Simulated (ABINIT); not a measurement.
Crystal: Rh.

```
Rh
1.0
     2.73098    0.00000    0.00000
    -1.36549    2.36510    0.00000
     0.00000    0.00000    4.42849
Rh
2
Cartesian
  0.0000 1.5767 1.1071
  1.3655 0.7884 3.3214
```

This isn't the form of Rh at room conditions, which is fcc.

| Item | Value |
| --- | --- |
| Program | ABINIT 10.8.3 (patched build) |
| Task | relaxation of cell and atoms |
| Functional | LDA |
| Potentials or basis | JTH PAW LDA v2.0 |
| Cutoff | 435 eV |
| k mesh | 11 × 11 × 6 |
| Occupations | fermi-dirac, width 0.05 eV |
| Spin | no spin polarisation |

At the start: pressure -19.2 GPa; volume 14.30 Å³/atom.

Problem. How do energy, volume and symmetry change on relaxing?

Solution. Over 5 steps the energy falls by 65.5 meV/atom and the volume is 13.29 Å³/atom (-7.1 %); space group P6_3/mmc (No. 194, to 0.05 Å).

Step by step:
| step | energy change (eV) | largest force (eV/Å) | pressure (GPa) | volume (Å³) |
| --- | --- | --- | --- | --- |
| 1 | 0.0000 | 0.0000 | -19.19 | 28.60 |
| 2 | -0.1256 | 0.0000 | -4.34 | 26.96 |
| 3 | -0.1309 | 0.0000 | 0.60 | 26.52 |
| 4 | -0.1310 | 0.0000 | 0.00 | 26.57 |
| 5 | -0.1310 | 0.0000 | -0.02 | 26.57 |

Final structure:
```cif
data_structure
_symmetry_space_group_name_H-M 'P 1'
_symmetry_Int_Tables_number 1
_cell_length_a 2.6675
_cell_length_b 2.6675
_cell_length_c 4.3125
_cell_angle_alpha 90.000
_cell_angle_beta 90.000
_cell_angle_gamma 120.000
_cell_volume 26.57
loop_
_atom_site_label
_atom_site_type_symbol
_atom_site_fract_x
_atom_site_fract_y
_atom_site_fract_z
_atom_site_occupancy
Rh1 Rh 0.33333 0.66667 0.25000 1
Rh2 Rh 0.66667 0.33333 0.75000 1
```
